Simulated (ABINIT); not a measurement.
Be:

```xyz
2
Lattice="2.2853 0.0000 0.0000 -1.1426 1.9791 0.0000 0.0000 0.0000 3.5842" Properties=species:S:1:pos:R:3 pbc="T T T"
Be    1.1427    0.6597    2.6882
Be    0.0000    1.3194    0.8961
```

* Program: ABINIT 10.8.3 (patched build)
* Task: relaxation of cell and atoms
* Functional: PBE
* Potentials or basis: JTH PAW PBE v2.0
* Cutoff: 517 eV
* k mesh: 10 × 10 × 6
* Occupations: fermi-dirac, width 0.05 eV
* Spin: no spin polarisation

At the start: pressure -2.7 GPa; volume 8.11 Å³/atom.

How do energy, volume and symmetry change on relaxing?

Over 7 steps the energy falls by 2.4 meV/atom and the volume is 7.93 Å³/atom (-2.1 %); space group P6_3/mmc (No. 194, to 0.05 Å).

Step by step:
```tsv
step	energy change (eV)	largest force (eV/Å)	pressure (GPa)	volume (Å³)
1	0.0000	0.0000	-2.69	16.21
2	-0.0029	0.0000	-1.68	16.08
3	-0.0048	0.0000	0.12	15.85
4	-0.0048	0.0000	0.03	15.86
5	-0.0048	0.0000	0.01	15.87
6	-0.0048	0.0000	0.00	15.87
7	-0.0048	0.0000	0.00	15.87
```

Final structure:
```yaml
crystal:
  lattice:
    - [2.27888, 0.00000, 0.00000]
    - [-1.13944, 1.97357, 0.00000]
    - [0.00000, 0.00000, 3.52810]
  atoms:
    - { symbol: Be, position: [0.66667, 0.33333, 0.75000] }
    - { symbol: Be, position: [0.33333, 0.66667, 0.25000] }
```
